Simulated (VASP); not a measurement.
**Se: single point with revPBE**

Crystal: Se.

```xyz
4
Lattice="3.6899 0.0000 0.0000 -1.8449 3.1955 0.0000 0.0000 0.0000 6.9546" Properties=species:S:1:pos:R:3 pbc="T T T"
Se    0.0000    0.0000    6.9546
Se    1.8449    3.1955    3.4773
Se    0.0000    2.1304    1.7386
Se    1.8449    1.0652    5.2159
```

This isn't the form of Se at room conditions, which is trigonal, of chains.

- Program: VASP 6.6.1
- Task: single point
- Functional: revPBE
- Potentials or basis: VASP PAW PBE potentials, release 64 (Se)
- Cutoff: 520 eV
- k mesh: 11 × 11 × 5
- Occupations: fermi-dirac, width 0.1 eV
- Spin: no spin polarisation

```json
{"Pressure": "10.5 GPa", "Band gap on the k mesh": "none (metal or under the smearing width)"}
```

Stress tensor (GPa, compression positive):
```
 8.86  0.00  0.00
 0.00  8.86  0.00
 0.00  0.00 13.68
```

Levels at points of the mesh, in eV from the Fermi level:
```csv
k point,band 10,band 11,band 12,band 13,band 14,band 15
"(0.00, 0.00, 0.00)",-1.74,-1.23,-1.23,-1.04,0.89,0.89
```

Wall time 36 s on 1 thread of AMD EPYC 9R45 96-Core Processor (Zen 5) (shared host), peak memory 0.19 GiB.

Caveat: the PAW data sets were made with another functional, which shifts forces and pressure a little.
